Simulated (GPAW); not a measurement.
# Ge (I4_1/amd) in GPAW: single point with r2SCAN

Aim: the single point of Ge with r2SCAN.

All numbers are computed with GPAW 26.7.0; they aren't measurements. Logs are shortened: lines on timing, memory, paths and dates and some standing lists are left out, and cuts for length are marked. The log counts tension as positive stress, the text compression.

## Step 1: The crystal as given

The structure is tetragonal, space group I4_1/amd (No. 141). The conventional cell has a = 5.149 Å, b = 5.149 Å, c = 2.795 Å, α = 90.00°, β = 90.00°, γ = 90.00°. Around Ge (site symmetry -4m2) lie 6 Ge at 2.67 to 2.79 Å.

This isn't the form of Ge at room conditions, which is diamond.

## Step 2: Single point, r2SCAN

Input file run.py:

```python
import spglib
from ase import Atoms
from ase.dft.bandgap import bandgap
from ase.io import read, write
from ase.units import GPa
from gpaw import GPAW, PW

atoms = read('Ge.cif')
cell, positions, numbers = spglib.find_primitive(
    (atoms.cell[:], atoms.get_scaled_positions(), atoms.numbers), symprec=1e-4)
atoms = Atoms(numbers, cell=cell, scaled_positions=positions, pbc=True)

calc = GPAW(mode=PW(500),
            xc='MGGA_X_R2SCAN+MGGA_C_R2SCAN',
            kpts={'size': (9, 9, 9), 'gamma': True},
            occupations={'name': 'fermi-dirac', 'width': 0.05},
            nbands=11,
            maxiter=120,
            txt='gpaw.txt')
atoms.calc = calc
energy = atoms.get_potential_energy()
forces = atoms.get_forces()
stress = atoms.get_stress()
calc.write('gs.gpw')
write('result.traj', atoms)
print(f'Energy: {energy:.6f} eV')
print('Forces (eV/A):')
print(forces.round(4))
print('Stress (GPa):', (stress / GPa).round(3))
print('Fermi level:', round(calc.get_fermi_level(), 4), 'eV')
print(f'Gap: {bandgap(calc)[0]:.4f} eV, direct: {bandgap(calc, direct=True)[0]:.4f} eV')
```

Input file Ge.cif:

```cif
data_Ge
_cell_length_a 5.14897944
_cell_length_b 5.14897944
_cell_length_c 2.79482529
_cell_angle_alpha 90.00000000
_cell_angle_beta 90.00000000
_cell_angle_gamma 90.00000000
_space_group_name_H-M_alt 'I4_1/amd'
_space_group_name_Hall 'I 4bw 2bw -1bw'
_space_group_IT_number 141
loop_
_space_group_symop_operation_xyz
'x,y,z'
'-y,x+1/2,z+1/4'
'-x+1/2,-y+1/2,z+1/2'
'y+1/2,-x,z+3/4'
'x,-y+1/2,-z+1/4'
'-y,-x,-z'
'-x+1/2,y,-z+3/4'
'y+1/2,x+1/2,-z+1/2'
'-x,-y+1/2,-z+1/4'
'y,-x,-z'
'x+1/2,y,-z+3/4'
'-y+1/2,x+1/2,-z+1/2'
'-x,y,z'
'y,x+1/2,z+1/4'
'x+1/2,-y+1/2,z+1/2'
'-y+1/2,-x,z+3/4'
'x+1/2,y+1/2,z+1/2'
'-y+1/2,x,z+3/4'
'-x,-y,z'
'y,-x+1/2,z+1/4'
'x+1/2,-y,-z+3/4'
'-y+1/2,-x+1/2,-z+1/2'
'-x,y+1/2,-z+1/4'
'y,x,-z'
'-x+1/2,-y,-z+3/4'
'y+1/2,-x+1/2,-z+1/2'
'x,y+1/2,-z+1/4'
'-y,x,-z'
'-x+1/2,y+1/2,z+1/2'
'y+1/2,x,z+3/4'
'x,-y,z'
'-y,-x+1/2,z+1/4'
loop_
_atom_site_label
_atom_site_type_symbol
_atom_site_symmetry_multiplicity
_atom_site_Wyckoff_symbol
_atom_site_fract_x
_atom_site_fract_y
_atom_site_fract_z
_atom_site_occupancy
Ge1 Ge 4 b 0.0000000000 0.0000000000 0.5000000000 1
```

Potentials or basis: GPAW PAW data sets (gpaw-data 1.2.1), pw.

On the command line:

```sh
$ OMP_NUM_THREADS=1 python run.py
```

gpaw.txt:

```text
__  _  _
 | _ |_)|_||  |
 |__||  | ||/\| - 26.7.0

Input parameters:
  mode=PW(ecut=500.0),
  kpts=MonkhorstPack(size=(9, 9, 9), gamma=True),
  maxiter=120,
  nbands=11,
  occupations=Occupations(name='fermi-dirac', width=0.05),
  xc=XC(name='MGGA_X_R2SCAN+MGGA_C_R2SCAN')

Diagonalizing LCAO Hamiltonian
Converting LCAO to pw mode

       Ge    Ge

Atoms  # Å, Bohr magnetons
|   | symbol |        x |        y |        z |    initial magnetic moments |
|---|--------|----------|----------|----------|-----------------------------|
| 0 |     Ge | 0.000000 | 0.000000 | 1.397413 | ( 0.0000,  0.0000,  0.0000) |
| 1 |     Ge | 2.574490 | 0.000000 | 0.698706 | ( 0.0000,  0.0000,  0.0000) |

Unit cell  # Å
| periodic |         x |         y |         z |  lengths |     angles |
|----------|-----------|-----------|-----------|----------|------------|
|      yes | -2.574490 |  2.574490 |  1.397413 | 3.899841 |  97.376984 |
|      yes |  2.574490 | -2.574490 |  1.397413 | 3.899841 |  97.376984 |
|      yes |  2.574490 |  2.574490 | -1.397413 | 3.899841 | 138.005201 |

Number of symmetries: 8
Symmetry operations  # r_c * U_cc + t_c -> r_c
|   | kind |            matrix            |
|---|------|------------------------------|
| 0 |  σ   |  1, 1, 1,  0, 0,-1,  0,-1, 0 |
| 1 |  E   |  1, 0, 0,  0, 1, 0,  0, 0, 1 |
| 2 |  C2  |  0, 1, 0,  1, 0, 0, -1,-1,-1 |
| 3 |  S4  |  0, 0, 1, -1,-1,-1,  0, 1, 0 |
| 4 |  σ   |  0, 0,-1,  1, 1, 1, -1, 0, 0 |
| 5 |  C2  |  0,-1, 0, -1, 0, 0,  0, 0,-1 |
| 6 |  C2  | -1, 0, 0,  0,-1, 0,  1, 1, 1 |
| 7 |  S4  | -1,-1,-1,  0, 0, 1,  1, 0, 0 |

BZ-sampling:
  Number of BZ points: 729
  Number of IBZ points: 75

  Monkhorst-Pack size: [9, 9, 9]
  Monkhorst-Pack shift: [0, 0, 0]

K-points  # in reciprocal-cell coordinates
|     |                                coordinates |     weight |
|-----|--------------------------------------------|------------|
|   0 | (  0.00000000,   0.00000000,   0.00000000) | 0.00137174 |
|   1 | (  0.11111111,  -0.11111111,   0.00000000) | 0.00548697 |
|   2 | (  0.11111111,  -0.11111111,   0.11111111) | 0.00548697 |
|   3 | (  0.11111111,   0.00000000,   0.00000000) | 0.01097394 |
|   4 | (  0.11111111,   0.11111111,  -0.11111111) | 0.00274348 |
|   5 | (  0.22222222,  -0.22222222,   0.00000000) | 0.00548697 |
|   6 | (  0.22222222,  -0.22222222,   0.11111111) | 0.01097394 |
|   7 | (  0.22222222,  -0.22222222,   0.22222222) | 0.00548697 |
|   8 | (  0.22222222,  -0.11111111,   0.00000000) | 0.02194787 |
|   9 | (  0.22222222,  -0.11111111,   0.11111111) | 0.01097394 |
| ... |                                            |            |
|  74 | (  0.44444444,   0.44444444,   0.44444444) | 0.01097394 |

Plane wave coefficients: 955
Cutoff: 500.0 eV

Spin-components: 1 (collinear spins)
Bands:           11
Projectors:      10
Spin-degeneracy: 2
Datatype:        complex128

Parallelization:
  kpt:    1
  domain: 1
  band:   1

Density:
  Valence electrons: 8.0
  Components: 1
  Grid points: [21 21 21]
  Charge: 0.0  # |e|

Potential:
  Grid points: [21 21 21]

species:
  Ge:
    name:    Germanium
    Z:       32.0
    valence: 4
    core:    28
    charge:  0.0  # [|e|]
    compensation charges:
      type: gauss
      rc: 0.32  # [Å]
      lmax: 2
    cutoffs:
      filter: 1.77  # [Å]
      core: 3.42  # [Å]
    projectors
    | kind |    occ | energy [eV] | rcut [Å] |
    |------|--------|-------------|----------|
    |   4s |  2.000 |     -11.726 |    1.005 |
    |   4p |  2.000 |      -3.896 |    1.005 |
    |    s |        |      15.485 |    1.005 |
    |    p |        |      23.315 |    1.005 |
    |    d |        |       0.000 |    1.005 |

    Using partial waves for Ge as LCAO basis

Reference energy: -114195.275705  # eV

eigensolver:
  PPCG
  Converge bands: occupied
  niter=2

density mixing:
  MSR1-Mixer
  Pratt-step length: 0.05
  Maximum mixing coefficient: 0.75
  Old densities: 10
  SVD Regularization: 0.005
  Good broyden scale: 1.0
  Trust region scale: 1.0
  Backstep threshold: 4.0
  History deletion threshold: 6.0
  Fourier metric: weight=20.0, sigma=0.015

occupation numbers:
  Fermi-Dirac:
    width: 0.0500  # eV

poisson solver:
  ecut: 4000.0  # eV

xc functional:
  name: MGGA_X_R2SCAN+MGGA_C_R2SCAN with 2 nearest neighbor stencil

convergence criteria:
- Maximum [total energy] change in last 3 cyles: 0.0005 eV / valence electron
- Maximum integral of absolute [dens]ity change: 0.0001 electrons / valence electron
- Maximum integral of absolute [eigenst]ate change: 4e-08 eV^2 / valence electron
maximum number of iterations: 120

SCF iterations
|iter     | |      energy | eigst |  dens |
|---------|-|-------------|-------|-------|
|iter:   1| |  -25.010664 | -0.67 |       |
|iter:   2| |  -24.197570 | -2.32 | -1.20 |
|iter:   3| |-3481.151504 | +3.16 | -1.17 |
|iter:   4| |  -22.891358 | +2.04 | +1.17 |
|iter:   5| |  -24.260286 | -0.73 | -1.34 |
|iter:   6| |  -24.259745 | -2.95 | -1.72 |
|iter:   7| |  -24.259777c| -3.41 | -1.87 |
|iter:   8| |  -24.259773c| -5.70 | -2.66 |
|iter:   9| |  -24.259770c| -6.85 | -2.89 |
|iter:  10| |  -24.259769c| -7.45c| -3.15 |
|iter:  11| |  -24.259769c| -7.42c| -3.33 |
|iter:  12| |  -24.259769c| -7.75c| -3.59 |
|iter:  13| |  -24.259769c| -7.74c| -3.91 |
|iter:  14| |  -24.259769c| -7.89c| -4.23c|

Converged in 14 steps
Energy contributions relative to reference atoms: (reference = -114195.275705)

Energy contributions:
  Kinetic:          16.545435
  Coulomb:         -14.130539
  Zero:             -0.047761
  External:          0.000000
  Xc:              -26.624108
  Entropy:          -0.005590
  Spinorbit:         0.000000
  ----------------------------
  Free energy:     -24.262564
  Extrapolated:    -24.259769

dipole moment: (-3.289583, -13.516792, 4.561357)  # |e|*Ang

Fermi level: 7.901
Eigenvalues  # (at kpt = [0.000, 0.000, 0.000])
| band index |      eig [eV] | occ [0-2] |
|------------|---------------|-----------|
|          0 |        -6.057 |     2.000 |
|          1 |         3.732 |     2.000 |
|          2 |         5.341 |     2.000 |
|          3 |         5.342 |     2.000 |
|          4 |        11.620 |     0.000 |
|          5 |        15.874 |     0.000 |
|          6 |        15.874 |     0.000 |
|          7 |        16.440 |     0.000 |
|          8 |        16.674 |     0.000 |
|          9 |        19.781 |     0.000 |
|         10 |        20.684 |     0.000 |

No gap
No difference between direct/indirect transitions

Forces  # eV/Ang
|        x |       y |       z |
|----------|---------|---------|
| -0.00000 | 0.00000 | 0.00000 |  # Ge   0
|  0.00000 | 0.00000 | 0.00000 |  # Ge   1

Stress tensor  # eV/Ang^3
|         x |         y |         z |
|-----------|-----------|-----------|
| -0.000402 |  0.000000 | -0.000000 |
|  0.000000 | -0.000402 |  0.000000 |
| -0.000000 |  0.000000 | -0.002484 |

# Writing to gs.gpw (mode='')
```

stdout:

```text
Energy: -24.259769 eV
Forces (eV/A):
[[-0.  0.  0.]
 [ 0.  0.  0.]]
Stress (GPa): [-0.064 -0.064 -0.398  0.    -0.     0.   ]
Fermi level: 7.9011 eV
Gap: 0.0000 eV, direct: 0.0000 eV
```

Wall time 75 s (1 thread of Arm Neoverse V2, shared host); peak memory 0.19 GiB.

What came out:

| Quantity | Value |
| --- | --- |
| Free energy | -24.2626 eV |
| Pressure | 0.2 GPa |
| Band gap on the k mesh | none (metal or under the smearing width) |

Stress tensor (GPa, compression positive):
```
0.06 0.00 0.00
0.00 0.06 0.00
0.00 0.00 0.40
```

Caveat: the cutoff is short for stress and forces, so pressures can be off by a GPa or more; the PAW data sets were made with another functional, which shifts forces and pressure a little.
